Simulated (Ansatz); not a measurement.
# HgTe: the cost of one run

Method: DFT PBE, scalar-relativistic, plane waves, PAW, in Ansatz 0.2.0.

3 further runs of the same task are left out: 3 set aside as unsound or not needed.

### 1 Starting point

Symmetry: F-43m, No. 216, cubic system. The conventional cell has a = 6.653 Å, b = 6.653 Å, c = 6.653 Å, α = 90.00°, β = 90.00°, γ = 90.00°. Around Hg (site symmetry -43m) lie 4 Te at 2.88 Å. Around Te (site symmetry -43m) lie 4 Hg at 2.88 Å.

Structure file:

```cif
data_structure
_symmetry_space_group_name_H-M 'F-43m'
_symmetry_Int_Tables_number 216
_cell_length_a 6.6529
_cell_length_b 6.6529
_cell_length_c 6.6529
_cell_angle_alpha 90.000
_cell_angle_beta 90.000
_cell_angle_gamma 90.000
_cell_volume 294.47
loop_
_atom_site_label
_atom_site_type_symbol
_atom_site_symmetry_multiplicity
_atom_site_Wyckoff_symbol
_atom_site_fract_x
_atom_site_fract_y
_atom_site_fract_z
_atom_site_occupancy
Hg1 Hg 4 a 0.00000 0.00000 0.00000 1
Te1 Te 4 c 0.25000 0.25000 0.25000 1
```

It is the result of an earlier relaxation at this level (volume 36.81 Å³/atom; gap on the mesh: none (metal)).

### 2 The cell under 20 GPa

At a set pressure the run lowers the enthalpy E + PV, so the energy alone may rise along the way.

Contents of input.yaml:

```yaml
crystal:
  lattice:
    - [0.0, 3.3264647587, 3.3264647587]
    - [3.3264647587, 0.0, 3.3264647587]
    - [3.3264647587, 3.3264647587, 0.0]
  atoms:
    - { symbol: Hg, position: [0.0, 0.0, 0.0] }
    - { symbol: Te, position: [0.75, 0.75, 0.75] }
basis:
  ecutwfc: 420
kpoints:
  mp_grid: { grid: [12, 12, 12] }
hamiltonian:
  xc: pbe
scf:
  occupations: { method: fermi_dirac, width: 0.15 }
output:
  forces: true
  stress: true
  eigenvalues: true
relax:
  adjacent_minimum: "off"
  f_tol: 0.001
  max_steps: 60
  cell: { stress_tol: 0.02, p_target: 20.0 }
```

On the command line:

```
$ ansatz run input.yaml --threads 1 --pin off --max-ram 3072MiB --backend cpu --events-out ev --progress --plain --runs-dir out
```

What time and memory should one allow on 1 thread of Intel Xeon 6975P-C (Granite Rapids), shared host?

About 77 s, with a peak of 0.51 GiB.
